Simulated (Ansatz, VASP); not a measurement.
**Co in VASP and in Ansatz**

```
Co
1.0
     2.52010    0.00000    0.00000
    -1.26005    2.18247    0.00000
     0.00000    0.00000    4.11676
Co
2
Direct
  0.33333 0.66667 0.74014
  0.66667 0.33333 0.25986
```

Alike in both runs: task single point; functional PBEsol; k mesh 12 × 12 × 7; occupations fermi-dirac, width 0.05 eV; collinear spin.

```csv
,VASP,Ansatz
version,VASP 6.6.1,Ansatz 0.2.0
potentials or method,"VASP PAW PBE potentials, release 64 (Co)",Ansatz PAW
plane-wave cutoff (eV),520,420
valence electrons in the cell,18,34
```

VASP gave:

```
gap on the k mesh at the Fermi level (eV)                     : none
pressure (GPa)                                                : -16.7
largest component of the traceless stress (GPa)               : 1.66
rms of the force components (eV/Å)                            : 0.181
net moment per atom (μB)                                      : 1.66
size of the moment on the site where the two differ most (μB) : 1.68
```

Question: Which values does Ansatz return?

Answer: gap on the k mesh at the Fermi level (eV): none; pressure (GPa): -16.2; largest component of the traceless stress (GPa): 1.60; rms of the force components (eV/Å): 0.188; net moment per atom (μB): 1.66; size of the moment on the site where the two differ most (μB): 1.74.

Site moments also hang on the region over which each program counts them. Atom by atom the forces differ by 0.007 eV/Å (rms over components). A gap of «none» marks a metal or a gap that the smearing closes. With one functional, cell and mesh, what is left measures potentials, basis and numerics. The two sets of potentials don't hold the same shells in valence.

Caveats: so large a pressure means that the cell lies far from this level's equilibrium, or that cutoff or potentials fall short (VASP); the potentials were made for another functional, which shifts forces and pressure (VASP); the PAW data sets come from PBE, with cores solved anew for the run's functional, which leaves a small shift of forces and pressure (Ansatz).
